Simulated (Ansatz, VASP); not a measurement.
# Au in VASP and in Ansatz

```
Au
1.0
    -1.52469    1.52469    1.59098
     1.52469   -1.52469    1.59098
     1.52469    1.52469   -1.59098
Au
1
Direct
  0.00000 0.00000 0.00000
```

Change from the starting cell: strain -0.080 along x and y, -0.040 along z, atoms carried along.

Alike in both runs: task single point; functional PBEsol; k mesh 20 × 20 × 20; occupations gaussian, width 0.15 eV; no spin polarisation.

|  | VASP | Ansatz |
| --- | --- | --- |
| version | VASP 6.6.1 | Ansatz 0.2.0 |
| potentials or method | VASP PAW PBE potentials, release 64 (Au) | scalar-relativistic, plane waves, PAW |
| plane-wave cutoff (eV) | 520 | 420 |
| valence electrons in the cell | 11 | 19 |

```tsv
	VASP	Ansatz	Ansatz less VASP
gap on the k mesh at the Fermi level (eV)	none	none	-
pressure (GPa)	36.5	36.9	+0.40
largest component of the traceless stress (GPa)	0.12	0.11	-0.002
```

A gap of «none» marks a metal or a gap that the smearing closes. The two sets of potentials don't hold the same shells in valence.

Caveats: so large a pressure means that the cell lies far from this level's equilibrium, or that cutoff or potentials fall short (VASP); the potentials were made for another functional, which shifts forces and pressure (VASP). The runs have no spin-orbit coupling, so splittings on Au are missing.
